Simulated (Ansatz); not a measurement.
NbP and the effect of the pressure

The cell as given:

It takes space group I4_1md (No. 109, tetragonal). The conventional cell has a = 3.350 Å, b = 3.350 Å, c = 11.480 Å, α = 90.00°, β = 90.00°, γ = 90.00°. Around Nb (site symmetry 2mm) lie 6 P at 2.55 Å. P (site symmetry 2mm) has 6 Nb at 2.55 Å as nearest neighbours.

The cell is a database's computed one, not the measured one.

Kept alike: task relaxation of cell and atoms; functional PBEsol; k mesh 11 × 11 × 11; occupations fermi-dirac, width 0.05 eV; no spin polarisation. Program: Ansatz, Ansatz PAW, cutoff 420 eV. The mesh is that of the run's cell of 4 atoms. No spin-orbit coupling.

| run | volume (Å³/atom) |
| --- | --- |
| A | 15.408 |
| B | 14.870 |
| C | 14.307 |
| D | 15.195 |
| E | 13.832 |
| F | 15.561 |

The relaxations keep at least the cell's symmetry (I4_1md). The runs follow the start's structure, whether or not it is the stable one at these pressures. P is the pressure aimed at, which the runs meet within some hundredths to tenths of a GPa. All rows use potentials made for PBE.

The runs differ in the pressure alone: 0; 2; 5; 10; 20; 30 GPa. Which run is which?

Run A is 2 GPa; run B is 10 GPa; run C is 20 GPa; run D is 5 GPa; run E is 30 GPa; run F is 0 GPa. The volume falls from 15.561 to 13.832 Å³/atom between 0 and 30 GPa. The volume falls ever more slowly, since the solid stiffens under load. At the pressures aimed at, which the runs meet within some tenths of a GPa, the step from 0 to 5 GPa gives a mean bulk modulus near 210 GPa, the last step 296 GPa.
